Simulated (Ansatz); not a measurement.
WC (Qusongite) under changes of volume

One of the cells (10.376 Å³/atom); the others are scaled copies at fixed shape and fractional positions:

```
W C
1.0
     2.90650    0.00000    0.00000
    -1.45325    2.51710    0.00000
     0.00000    0.00000    2.83660
W C
1 1
Direct
  0.00000 0.00000 0.00000
  0.66667 0.33333 0.50000
```

```yaml
Program: Ansatz 0.2.0
Functional: r2SCAN
Potentials_or_basis: Ansatz PAW
Cutoff: "500 eV (not typed: the program's choice for these potentials)"
k_mesh: 10 × 10 × 9
Occupations: fermi-dirac, width 0.05 eV
Spin: no spin polarisation
```

```tsv
volume (Å³/atom)	energy over the lowest point (meV/atom)	pressure (GPa)
9.754	58.80	30.4
9.961	26.45	19.7
10.169	?	?
10.376	0.00	1.4
10.584	3.40	-6.4
10.791	16.41	-13.5
10.999	38.08	-19.8
```

Question: What does the run at 10.169 Å³/atom give?

Answer: Energy over the lowest point 7.29 meV/atom; pressure 10.1 GPa.

Worked out: A Birch-Murnaghan fit of order 3 (a polynomial in V^(-2/3)) to the other rows has its minimum at 10.41 Å³/atom with B0 = V·E''(V) = 406 GPa and B' = 4.4 at fixed shape and positions, which overstates the stiffness. It gives 7.24 meV/atom at 10.169 Å³/atom, against the run's 7.29, and -dE/dV = 10.0 GPa, against 10.1.

Energies are extrapolated to zero smearing.

Caveats: the PAW data sets come from PBE, with cores solved anew for the run's functional, which leaves a small shift of forces and pressure.
